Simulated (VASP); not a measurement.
# CoO (Fm-3m) in VASP: further runs

Aim: see how the results for CoO move with the level of theory and the settings. Levels: PBE, TPSS+D3(BJ). Tasks: single point, electron localisation function.

Everything below comes from runs of VASP 6.6.1. Logs are shortened: lines on timing, memory, paths and dates and some standing lists are left out, and cuts for length are marked.

### Step 1. The crystal as given

It takes space group Fm-3m (No. 225, cubic). Conventional cell: a = 4.263 Å, b = 4.263 Å, c = 4.263 Å, α = 90.00°, β = 90.00°, γ = 90.00°. Co (site symmetry m-3m) has 6 O at 2.13 Å as nearest neighbours. O (site symmetry m-3m) is surrounded by 6 Co at 2.13 Å.

### Step 2. Single point, PBE, collinear spin, ferromagnetic start

The input, INCAR:

```
SYSTEM = CoO
ALGO = Fast ; EDIFF = 1E-6
ENCUT = 520 ; GGA = PE
ISIF = 2 ; ISMEAR = -1
ISPIN = 2 ; LASPH = .True.
LCHARG = .False. ; LMAXMIX = 4
LORBIT = 11 ; LREAL = .False.
LWAVE = .False. ; MAGMOM = 3.5 0
NELM = 150 ; PREC = Accurate
SIGMA = 0.05
```

The input, KPOINTS:

```
k-points
0
Gamma
  11 11 11
  0 0 0
```

The input, POSCAR:

```
CoO
1.0
    0.0000000000      2.1315000000      2.1315000000
    2.1315000000      0.0000000000      2.1315000000
    2.1315000000      2.1315000000      0.0000000000
Co O
1 1
Direct
    0.0000000000      0.0000000000      0.0000000000
    0.5000000000      0.5000000000      0.5000000000
```

Potentials or basis: VASP PAW PBE potentials, release 64 (Co, O).

Run with:

```
$ cat potpaw_PBE.64/Co/POTCAR potpaw_PBE.64/O/POTCAR > POTCAR
$ mpirun -np 1 vasp_std > vasp.out
```

OUTCAR:

```text
SYSTEM = CoO
   EDIFF = 1E-6
   ENCUT = 520
   GGA = PE
   ISIF = 2
   ISMEAR = -1
   ISPIN = 2
   LASPH = .True.
   LORBIT = 11
   LREAL = .False.
   NELM = 150
   PREC = Accurate

 ion  position               nearest neighbor table
   1  0.000  0.000  0.000-   2 2.13   2 2.13   2 2.13   2 2.13   2 2.13   2 2.13
   2  0.500  0.500  0.500-   1 2.13   1 2.13   1 2.13   1 2.13   1 2.13   1 2.13

  LATTYP: Found a face centered cubic cell.
 ALAT       =     4.2630000000

  Lattice vectors:

 A1 = (   0.0000000000,   2.1315000000,   2.1315000000)
 A2 = (   2.1315000000,   0.0000000000,   2.1315000000)
 A3 = (   2.1315000000,   2.1315000000,   0.0000000000)

Analysis of symmetry for initial positions (statically):
=====================================================================
 Subroutine PRICEL returns:
 Original cell was already a primitive cell.

 Routine SETGRP: Setting up the symmetry group for a
 face centered cubic supercell.

 Subroutine GETGRP returns: Found 48 space group operations
 (whereof 48 operations were pure point group operations)
 out of a pool of 48 trial point group operations.

The static configuration has the point symmetry O_h .

Analysis of symmetry for dynamics (positions and initial velocities):
=====================================================================
 Subroutine PRICEL returns:
 Original cell was already a primitive cell.

 Routine SETGRP: Setting up the symmetry group for a
 face centered cubic supercell.

 Subroutine GETGRP returns: Found 48 space group operations
 (whereof 48 operations were pure point group operations)
 out of a pool of 48 trial point group operations.

The dynamic configuration has the point symmetry O_h .

Analysis of structural, dynamic, and magnetic symmetry:
=====================================================================
 Subroutine PRICEL returns:
 Original cell was already a primitive cell.

 Routine SETGRP: Setting up the symmetry group for a
 face centered cubic supercell.

 Subroutine GETGRP returns: Found 48 space group operations
 (whereof 48 operations were pure point group operations)
 out of a pool of 48 trial point group operations.

The overall configuration has the point symmetry O_h .

 Subroutine INISYM returns: Found 48 space group operations
 (whereof 48 operations are pure point group operations),
 and found     1 'primitive' translations

----------------------------------------------------------------------------------------

                                     Primitive cell

  volume of cell :      19.3681

  direct lattice vectors                    reciprocal lattice vectors
     0.000000000  2.131500000  2.131500000    -0.234576589  0.234576589  0.234576589
     2.131500000  0.000000000  2.131500000     0.234576589 -0.234576589  0.234576589
     2.131500000  2.131500000  0.000000000     0.234576589  0.234576589 -0.234576589

  length of vectors
     3.014396208  3.014396208  3.014396208     0.406298571  0.406298571  0.406298571

  position of ions in fractional coordinates (direct lattice)
     0.000000000  0.000000000  0.000000000
     0.500000000  0.500000000  0.500000000

  ion indices of the primitive-cell ions
   primitive index   ion index
                 1           1
                 2           2

----------------------------------------------------------------------------------------

 KPOINTS: k-points

Automatic generation of k-mesh.
 Grid dimensions read from file:
 generate k-points for:   11   11   11

 Generating k-lattice:

  Cartesian coordinates                     Fractional coordinates (reciprocal lattice)
    -0.021325144  0.021325144  0.021325144     0.090909091  0.000000000  0.000000000
     0.021325144 -0.021325144  0.021325144     0.000000000  0.090909091  0.000000000
     0.021325144  0.021325144 -0.021325144     0.000000000  0.000000000  0.090909091

  Length of vectors
     0.036936234  0.036936234  0.036936234

  Shift w.r.t. Gamma in fractional coordinates (k-lattice)
     0.000000000  0.000000000  0.000000000

 Subroutine IBZKPT returns following result:
 ===========================================

 Found     56 irreducible k-points:

 Following reciprocal coordinates:
            Coordinates               Weight
[... 34 lines left out ...]
   PREC   = accura    normal or accurate (medium, high low for compatibility)
   ISTART =      0    job   : 0-new  1-cont  2-samecut
   ICHARG =      2    charge: 1-file 2-atom 10-const
   ISPIN  =      2    spin polarized calculation?
   LNONCOLLINEAR =      F non collinear calculations
   LSORBIT =      F    spin-orbit coupling
   LASPH  =      T    aspherical Exc in radial PAW
   ENCUT  =  520.0 eV  38.22 Ry    6.18 a.u.   5.60  5.60  5.60*2*pi/ulx,y,z
   NELM   =    150;   NELMIN=  2; NELMDL= -5     # of ELM steps
   EDIFF  = 0.1E-05   stopping-criterion for ELM
   LREAL  =      F    real-space projection
   EDIFFG = 0.1E-04   stopping-criterion for IOM
   NSW    =      0    number of steps for IOM
   IBRION =     -1    ionic relax: 0-MD 1-quasi-New 2-CG
   NFREE  =      0    steps in history (QN), initial steepest desc. (CG)
   ISIF   =      2    stress and relaxation
   ISYM   =      2    0-nonsym 1-usesym 2-fastsym
   POTIM  = 0.5000    time-step for ionic-motion
   TEBEG  =    0.0;   TEEND  =   0.0 temperature during run
   PSTRESS=    0.0 pullay stress
   NELECT =      15.0000    total number of electrons
   NUPDOWN=      -1.0000    fix difference up-down
   EMIN   =  10.00;   EMAX   =-10.00  energy-range for DOS
   EFERMI =   0.00;   METHOD = LEGACY
   ISMEAR =    -1;   SIGMA  =   0.05  broadening in eV -4-tet -1-fermi 0-gaus
   EFERMI_NEDOS =   21; number of points for ismear=-14 and -15
   IALGO  =     68    algorithm
   IMIX   =      4    mixing-type and parameters
     AMIX     =   0.40;   BMIX     =  1.00
     AMIX_MAG =   1.60;   BMIX_MAG =  1.00
  volume/ion in A,a.u.               =       9.68        65.35
  Fermi-wavevector in a.u.,A,eV,Ry     =   1.503407  2.841027 30.752334  2.260233
  Thomas-Fermi vector in A             =   2.614521
   LORBIT       =     11    0 simple, 1 ext, 2 COOP (PROOUT), +10 PAW based schemes
   GGA     = PE    functional components
   LHFCALC =     F    Hartree Fock is set to
   AEXX    =    0.0000 exact exchange contribution
   IVDW    =     0    specifies the selected vdW correction
   LEPSILON=     F    determine dielectric tensor
   LRPA    =     F    only Hartree local field effects (RPA)
 spin polarized calculation
 RMM-DIIS sequential band-by-band and
  energy-cutoff  :      520.00
  volume of cell :       19.37
 maximum number of plane-waves:       534
   NGX = 11   NGY = 11   NGZ = 11

 number of electron      15.0000007 magnetization       2.8994018

 Free energy of the ion-electron system (eV)
  ---------------------------------------------------
  ext. energy  EPLUGINS =         0.00000000
  ---------------------------------------------------
  free energy    TOTEN  =       -13.06237385 eV

  energy without entropy =      -13.02766624  energy(sigma->0) =      -13.04502004

 E-fermi :   7.8693     XC(G=0): -12.3954

 val. band max:        7.8624511525   @ k =  -0.2727   0.1818   0.0000
 cond. band min:       7.8698571067   @ k =  -0.1818   0.2727   0.0909
 fundamental gap:      0.0074059543
 Fermi energy:         7.8693286257

 spin component 1

 k-point     1 :       0.0000    0.0000    0.0000
  band No.  band energies     occupation
      1     -12.2934      1.00000
      2       4.6174      1.00000
      3       4.6174      1.00000
      4       4.7703      1.00000
      5       4.7703      1.00000
      6       4.7703      1.00000
      7       4.8176      1.00000
      8       4.8177      1.00000
      9       4.8177      1.00000
     10       8.8654      0.00000
     11      24.7289      0.00000
     12      25.9970      0.00000
     13      25.9970      0.00000
[... 356 lines left out ...]
      2       1.2768      1.00000
      3       2.3167      1.00000
      4       2.9367      1.00000
      5       5.1434      1.00000
      6       5.1494      1.00000
      7       5.9098      1.00000
      8       5.9477      1.00000
      9       7.5931      0.99603
     10      12.5280      0.00000
     11      19.4305      0.00000
     12      20.4737      0.00000
     13      23.6297      0.00000

 [... further k-points ...]

 spin component 2

 k-point     1 :       0.0000    0.0000    0.0000
  band No.  band energies     occupation
      1     -11.7961      1.00000
      2       5.3243      1.00000
      3       5.3243      1.00000
      4       5.3243      1.00000
      5       6.7798      1.00000
      6       6.7799      1.00000
      7       6.7799      1.00000
      8       7.9422      0.18871
      9       7.9424      0.18824
     10       9.4004      0.00000
     11      24.6369      0.00000
     12      26.4813      0.00000
     13      26.4814      0.00000
[... 356 lines left out ...]
      2       2.0097      1.00000
      3       3.7386      1.00000
      4       3.7475      1.00000
      5       7.1784      1.00000
      6       7.6185      0.99341
      7       7.7330      0.93859
      8       8.5055      0.00000
      9      10.1647      0.00000
     10      13.1370      0.00000
     11      19.8874      0.00000
     12      21.1503      0.00000
     13      24.3873      0.00000

 [... further k-points ...]

------------------------ aborting loop because EDIFF is reached ----------------------------------------

  FORCE on cell =-STRESS in cart. coord.  units (eV):
  Direction    XX          YY          ZZ          XY          YZ          ZX
  --------------------------------------------------------------------------------------
  -------------------------------------------------------------------------------------
  Total       -0.2965683     -0.2965683     -0.2965683     -0.0000000     -0.0000000     -0.0000000
  in kB      -24.5329273    -24.5329273    -24.5329273     -0.0000000     -0.0000000     -0.0000000
  external PRESSURE =     -24.5329273 kB  Pullay stress =       0.0000000 kB

 VOLUME and BASIS-vectors are now :
 -----------------------------------------------------------------------------
  energy-cutoff  :      520.00
  volume of cell :       19.37
      direct lattice vectors                 reciprocal lattice vectors
     0.000000000  2.131500000  2.131500000    -0.234576589  0.234576589  0.234576589
     2.131500000  0.000000000  2.131500000     0.234576589 -0.234576589  0.234576589
     2.131500000  2.131500000  0.000000000     0.234576589  0.234576589 -0.234576589

 POSITION                                       TOTAL-FORCE (eV/Angst)
 -----------------------------------------------------------------------------------
      0.00000      0.00000      0.00000        -0.000000     -0.000000     -0.000000
      2.13150      2.13150      2.13150         0.000000      0.000000      0.000000
 -----------------------------------------------------------------------------------
    total drift:                                0.000000     -0.000000     -0.000000

  FREE ENERGIE OF THE ION-ELECTRON SYSTEM (eV)
  ---------------------------------------------------
  free  energy   TOTEN  =       -13.0623738494 eV

  energy  without entropy=      -13.0276662403  energy(sigma->0) =      -13.04502004

 total charge

# of ion       s       p       d       tot
------------------------------------------
    1        0.293   0.354   7.142   7.789
    2        1.556   3.422   0.000   4.978
--------------------------------------------------
tot          1.849   3.776   7.142  12.768

 magnetization (x)

# of ion       s       p       d       tot
------------------------------------------
    1        0.020   0.018   2.516   2.554
    2        0.028   0.267   0.000   0.295
--------------------------------------------------
tot          0.049   0.284   2.516   2.849
```

It took 17 s on 1 thread of Intel Xeon 6975P-C (Granite Rapids), shared host; peak memory 0.16 GiB.

Results:

- Free energy: -13.0624 eV
- Pressure: -2.5 GPa
- Band gap on the k mesh: none (metal or under the smearing width)
- Net moment: 2.90 μB per cell
- Site moments: Co +2.55; O +0.29 μB
- Valence electrons inside the program's atomic spheres: Co 7.79; O 4.98

Levels at points of the mesh, in eV from the Fermi level:
Spin up:
```tsv
k point	band 6	band 7	band 8	band 9	band 10	band 11	band 12	band 13
(0.00, 0.00, 0.00)	-3.10	-3.05	-3.05	-3.05	1.00	16.86	18.13	18.13
```
Spin down:
```csv
k point,band 4,band 5,band 6,band 7,band 8,band 9
"(0.00, 0.00, 0.00)",-2.55,-1.09,-1.09,-1.09,0.07,0.07
```

Caveat: a cell with one magnetic atom can't hold antiferromagnetic order, which such compounds often take; semilocal functionals often make such compounds metallic where correlation or magnetic order opens a gap, which also shifts bond lengths. With open d or f shells a metallic result of PBE can be an artefact of self-interaction; +U or a hybrid may open a gap.

### Step 3. Electron localisation function, TPSS+D3(BJ), collinear spin, ferromagnetic start

This run uses another cell than the first one: it holds 8 atoms, not 2.

The input, INCAR:

```
PREC = Accurate
ENCUT = 520
EDIFF = 1E-6
ISMEAR = -1
SIGMA = 0.02
LREAL = False
LASPH = True
NELM = 120
ALGO = Normal
ISIF = 2
LWAVE = False
LCHARG = True
ISPIN = 2
MAGMOM = 2 2 2 2 0 0 0 0
LORBIT = 11
LMAXMIX = 4
METAGGA = TPSS
LMIXTAU = True
IVDW = 12
LELF = True
```

The input, CoO.cif:

```cif
data_CoO
_cell_length_a 4.26300000
_cell_length_b 4.26300000
_cell_length_c 4.26300000
_cell_angle_alpha 90.00000000
_cell_angle_beta 90.00000000
_cell_angle_gamma 90.00000000
_space_group_name_H-M_alt 'Fm-3m'
_space_group_name_Hall '-F 4 2 3'
_space_group_IT_number 225
loop_
_space_group_symop_operation_xyz
'x,y,z'
'-x,-y,-z'
'-y,x,z'
'y,-x,-z'
'-x,-y,z'
'x,y,-z'
'y,-x,z'
'-y,x,-z'
'x,-y,-z'
'-x,y,z'
'-y,-x,-z'
'y,x,z'
'-x,y,-z'
'x,-y,z'
'y,x,-z'
'-y,-x,z'
'z,x,y'
'-z,-x,-y'
'z,-y,x'
'-z,y,-x'
'z,-x,-y'
'-z,x,y'
'z,y,-x'
'-z,-y,x'
'-z,x,-y'
'z,-x,y'
'-z,-y,-x'
'z,y,x'
'-z,-x,y'
'z,x,-y'
'-z,y,x'
'z,-y,-x'
'y,z,x'
'-y,-z,-x'
'x,z,-y'
'-x,-z,y'
'-y,z,-x'
'y,-z,x'
'-x,z,y'
'x,-z,-y'
'-y,-z,x'
'y,z,-x'
'-x,-z,-y'
'x,z,y'
'y,-z,-x'
'-y,z,x'
'x,-z,y'
'-x,z,-y'
'x,y+1/2,z+1/2'
'-x,-y+1/2,-z+1/2'
'-y,x+1/2,z+1/2'
'y,-x+1/2,-z+1/2'
[... 63 lines left out ...]
'-z+1/2,y,-x+1/2'
'z+1/2,-x,-y+1/2'
'-z+1/2,x,y+1/2'
'z+1/2,y,-x+1/2'
'-z+1/2,-y,x+1/2'
'-z+1/2,x,-y+1/2'
'z+1/2,-x,y+1/2'
'-z+1/2,-y,-x+1/2'
'z+1/2,y,x+1/2'
'-z+1/2,-x,y+1/2'
'z+1/2,x,-y+1/2'
'-z+1/2,y,x+1/2'
'z+1/2,-y,-x+1/2'
'y+1/2,z,x+1/2'
'-y+1/2,-z,-x+1/2'
'x+1/2,z,-y+1/2'
'-x+1/2,-z,y+1/2'
'-y+1/2,z,-x+1/2'
'y+1/2,-z,x+1/2'
'-x+1/2,z,y+1/2'
'x+1/2,-z,-y+1/2'
'-y+1/2,-z,x+1/2'
'y+1/2,z,-x+1/2'
'-x+1/2,-z,-y+1/2'
'x+1/2,z,y+1/2'
'y+1/2,-z,-x+1/2'
'-y+1/2,z,x+1/2'
'x+1/2,-z,y+1/2'
'-x+1/2,z,-y+1/2'
'x+1/2,y+1/2,z'
'-x+1/2,-y+1/2,-z'
'-y+1/2,x+1/2,z'
'y+1/2,-x+1/2,-z'
'-x+1/2,-y+1/2,z'
'x+1/2,y+1/2,-z'
'y+1/2,-x+1/2,z'
'-y+1/2,x+1/2,-z'
'x+1/2,-y+1/2,-z'
'-x+1/2,y+1/2,z'
'-y+1/2,-x+1/2,-z'
'y+1/2,x+1/2,z'
'-x+1/2,y+1/2,-z'
'x+1/2,-y+1/2,z'
'y+1/2,x+1/2,-z'
'-y+1/2,-x+1/2,z'
'z+1/2,x+1/2,y'
'-z+1/2,-x+1/2,-y'
'z+1/2,-y+1/2,x'
'-z+1/2,y+1/2,-x'
'z+1/2,-x+1/2,-y'
'-z+1/2,x+1/2,y'
'z+1/2,y+1/2,-x'
'-z+1/2,-y+1/2,x'
'-z+1/2,x+1/2,-y'
'z+1/2,-x+1/2,y'
'-z+1/2,-y+1/2,-x'
'z+1/2,y+1/2,x'
'-z+1/2,-x+1/2,y'
'z+1/2,x+1/2,-y'
'-z+1/2,y+1/2,x'
'z+1/2,-y+1/2,-x'
'y+1/2,z+1/2,x'
'-y+1/2,-z+1/2,-x'
'x+1/2,z+1/2,-y'
'-x+1/2,-z+1/2,y'
'-y+1/2,z+1/2,-x'
'y+1/2,-z+1/2,x'
'-x+1/2,z+1/2,y'
'x+1/2,-z+1/2,-y'
'-y+1/2,-z+1/2,x'
'y+1/2,z+1/2,-x'
'-x+1/2,-z+1/2,-y'
'x+1/2,z+1/2,y'
'y+1/2,-z+1/2,-x'
'-y+1/2,z+1/2,x'
'x+1/2,-z+1/2,y'
'-x+1/2,z+1/2,-y'
loop_
_atom_site_label
_atom_site_type_symbol
_atom_site_symmetry_multiplicity
_atom_site_Wyckoff_symbol
_atom_site_fract_x
_atom_site_fract_y
_atom_site_fract_z
_atom_site_occupancy
Co1 Co 4 a 0.0000000000 0.0000000000 0.0000000000 1
O1 O 4 b 0.5000000000 0.0000000000 0.0000000000 1
```

The input, KPOINTS:

```
Automatic mesh
0
Gamma
  6 6 6
```

The input, POSCAR:

```
Co O 
 1.0000000000000000
     4.2629999999999999    0.0000000000000000    0.0000000000000000
     0.0000000000000000    4.2629999999999999    0.0000000000000000
     0.0000000000000000    0.0000000000000000    4.2629999999999999
 Co  O  
   4   4
Cartesian
  0.0000000000000000  0.0000000000000000  0.0000000000000000
  0.0000000000000000  2.1315000000000000  2.1315000000000000
  2.1315000000000000  0.0000000000000000  2.1315000000000000
  2.1315000000000000  2.1315000000000000  0.0000000000000000
  2.1315000000000000  0.0000000000000000  0.0000000000000000
  0.0000000000000000  2.1315000000000000  0.0000000000000000
  0.0000000000000000  0.0000000000000000  2.1315000000000000
  2.1315000000000000  2.1315000000000000  2.1315000000000000
```

Potentials or basis: VASP PAW PBE potentials, release 54 (Co, O).

Run with:

```
$ ase convert -i cif -o vasp CoO.cif POSCAR
$ cat potpaw_PBE.54/Co/POTCAR potpaw_PBE.54/O/POTCAR > POTCAR
$ mpirun -np 1 vasp_std > vasp.out
```

Wall time 6 min (1 thread of Intel Xeon Platinum 8488C (Sapphire Rapids), shared host); peak memory 0.27 GiB.

Results (log left out):

```
Free energy                                           : -95.5679 eV
Pressure                                              : -12.4 GPa
Band gap on the k mesh                                : none (metal or under the smearing width)
Net moment                                            : 11.49 μB per cell
Site moments                                          : Co +2.55; O +0.26 μB
Valence electrons inside the program's atomic spheres : Co 7.75; O 4.96
Dispersion energy per atom                            : -0.358 eV
```

Levels at points of the mesh, in eV from the Fermi level:
Spin up:
```csv
k point,band 34,band 35,band 36,band 37,band 38,band 39
"(0.00, 0.00, 0.00)",-2.06,-2.06,-2.06,0.90,6.03,6.03
"(0.50, 0.00, 0.00)",-1.83,-1.35,-1.35,4.85,4.85,8.30
"(0.50, 0.50, 0.00)",-0.01,-0.01,-0.01,6.41,6.41,6.41
"(0.50, 0.50, 0.50)",0.12,0.12,0.12,4.96,4.96,4.96
```
Spin down:
| k point | band 22 | band 23 | band 24 | band 25 | band 26 | band 27 |
| --- | --- | --- | --- | --- | --- | --- |
| (0.00, 0.00, 0.00) | -1.11 | 0.10 | 0.10 | 0.10 | 0.10 | 0.10 |
| (0.50, 0.00, 0.00) | -0.39 | -0.01 | -0.01 | -0.01 | -0.01 | 0.10 |
| (0.50, 0.50, 0.00) | -0.03 | -0.03 | -0.03 | 0.00 | 0.00 | 0.00 |
| (0.50, 0.50, 0.50) | -0.12 | -0.12 | -0.12 | 0.17 | 0.17 | 0.17 |

Caveat: the PAW data sets were made with another functional, which shifts forces and pressure a little; semilocal functionals often make such compounds metallic where correlation or magnetic order opens a gap, which also shifts bond lengths; pairwise dispersion overbinds metals, which lowers pressure and volume.
